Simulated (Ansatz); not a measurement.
I need the levels without and with spin-orbit coupling of PbS, space group Cmcm. Use the Ansatz DFT code, driven from Python. Use (first run): PBEsol, PAW, cutoff 510 eV, 4×4×4 k-points, fixed occupations.

```
Pb S
1.0
     2.07995   -5.99130    0.00000
     2.07995    5.99130    0.00000
     0.00000    0.00000    4.27932
Pb S
2 2
Direct
  0.86944 0.13056 0.75000
  0.13056 0.86944 0.25000
  0.64520 0.35480 0.75000
  0.35480 0.64520 0.25000
```

`pbs_soc.py`
```python
"""Levels of PbS without and with spin-orbit coupling."""

import ansatz

crystal = (
    ansatz.Lattice.from_parameters(4.159905, 11.982594, 4.279321, alpha=90, beta=90, gamma=90)
    .space_group(63, hermann_mauguin="Cmcm")
    .atom("Pb", [0.5, 0.630563, 0.75])
    .atom("S", [0.5, 0.854797, 0.75])
    .primitive()
)

calc = (
    crystal.calculation()
    .functional(ansatz.Functional.PBESOL)
    .basis(510)  # cutoff of the orbital basis
    .kpoints(4)  # the mesh must be finer for metals
    .occupations("fixed")  # no smearing
    .band_table()  # levels at the mesh points
)
for label, variant in (("scalar-relativistic", calc), ("spin-orbit", calc.spin(soc=True))):
    summary = variant.run(threads=1).report
    zero = summary["band_edges_ev"][0] if summary.get("band_edges_ev") else summary["fermi_energy_ev"]
    near = [round(e - zero, 3) for e in summary["eigenvalues_ev"][0] if abs(e - zero) < 3]
    print(label)
    print("  band edges (eV):", [round(e, 3) for e in summary.get("band_edges_ev") or []] or "none reported")
    print("  levels at k =", summary["kpoints_frac"][0], "within 3 eV of the zero:", near)
```

Output of `python pbs_soc.py`:
```text
scalar-relativistic
  band edges (eV): [7.24, 8.456]
  levels at k = [0.0, 0.0, 0.0] within 3 eV of the zero: [-2.837, -2.273, -1.54, -1.359, -0.367]
spin-orbit
  band edges (eV): [7.188, 8.234]
  levels at k = [0.0, 0.0, 0.0] within 3 eV of the zero: [-2.893, -2.893, -2.259, -2.259, -1.675, -1.675, -1.337, -1.337, -0.384, -0.384]
```

Caveats:
- The computed bands are complete only to about 2.8 eV above the Fermi level.
- The structure comes from a database of computed cells and needn't be a stable or known phase.
- Gaps and levels are Kohn-Sham values on a finite set of k-points.
- With spin-orbit coupling each level holds one electron and, with inversion or at time-reversal points, comes in pairs; a window in energy can cut a split set.
- Hardware and time: 28 s on 1 thread of Arm Neoverse V2 (shared host), peak memory 0.62 GiB.

(Lines on the test bed's own set-up are left out of the output.)
